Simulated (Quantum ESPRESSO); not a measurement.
# CsI under changes of volume

One of the cells (47.619 Å³/atom); the others are scaled copies at fixed shape and fractional positions:

```xyz
2
Lattice="4.5667 0.0000 0.0000 0.0000 4.5667 0.0000 0.0000 0.0000 4.5667" Properties=species:S:1:pos:R:3 pbc="T T T"
Cs    0.0000    0.0000    0.0000
I     2.2833    2.2833    2.2833
```

```yaml
Program: Quantum ESPRESSO 7.5
Functional: LDA
Potentials_or_basis: PseudoDojo 0.4.1 SR LDA standard
Cutoff: 952 eV
Density_cutoff: 3810 eV
k_mesh: 6 × 6 × 6
Occupations: fermi-dirac, width 0.05 eV
Spin: no spin polarisation
```

| volume (Å³/atom) | energy over the lowest point (meV/atom) | pressure (GPa) | gap on the mesh (eV) |
| --- | --- | --- | --- |
| 44.762 | 0.00 | -0.7 | 3.74 |
| 45.714 | 5.17 | -1.0 | 3.67 |
| 46.666 | ? | ? | ? |
| 47.619 | 19.63 | -1.4 | 3.53 |
| 48.571 | 28.56 | -1.6 | 3.46 |
| 49.523 | 38.41 | -1.7 | 3.40 |
| 50.476 | 49.05 | -1.9 | 3.35 |

Task: What does the run at 46.666 Å³/atom give?

Result: Energy over the lowest point 11.78 meV/atom; pressure -1.2 GPa; gap on the mesh 3.59 eV.

Worked out: A Birch-Murnaghan fit of order 3 (a polynomial in V^(-2/3)) to the other rows has no minimum within the range. It gives 11.77 meV/atom at 46.666 Å³/atom, against the run's 11.78, and -dE/dV = -1.2 GPa, against -1.2. A straight line through the other rows of the gap, of slope -3.3 eV per unit of ln V, gives 3.60 eV, against the run's 3.59.

Energies are extrapolated to zero smearing.

Caveats: spin-orbit coupling is left out, which moves the levels of the heavy elements.

A mesh can miss the band edges.
